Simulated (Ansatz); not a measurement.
Ir: from a first guess to the relaxed sc type

First guess:

```
CELL_PARAMETERS angstrom
2.55182 0.00000 0.00000
0.00000 2.55182 0.00000
0.00000 0.00000 2.55182
ATOMIC_POSITIONS crystal
Ir 0.00000 0.00000 0.00000
```

Method: DFT, PBE, PAW with Ansatz's default frozen-core files, scalar-relativistic in Ansatz 0.2.0.

Cell and atoms relax within the symmetry of the start on a 14×14×14 k mesh with 0.05 eV Fermi–Dirac smearing.

The start is built from a prototype, known or not as a phase of this compound; the cutoff is 420 eV.

Spin polarisation is left out, and whether a magnetic state lies lower isn't shown here.

No spin–orbit coupling, which matters for the heavy atoms here.

**Question.** What is the pressure of the first guess?

**Answer.** 5.54 GPa.

**Question.** What does it relax to?

**Answer.** a = 2.570 Å, b = 2.570 Å, c = 2.570 Å, α = 90.00°, β = 90.00°, γ = 90.00° (conventional cell), 16.98 Å³ per atom:
Space group Pm-3m (No. 221). a = 2.570 Å, b = 2.570 Å, c = 2.570 Å, α = 90.00°, β = 90.00°, γ = 90.00°
```csv
atom,site,symmetry,x,y,z
Ir,1a,m-3m,0.0000,0.0000,0.0000
```

**Question.** How much energy does the relaxation release?

**Answer.** 6 meV/atom.
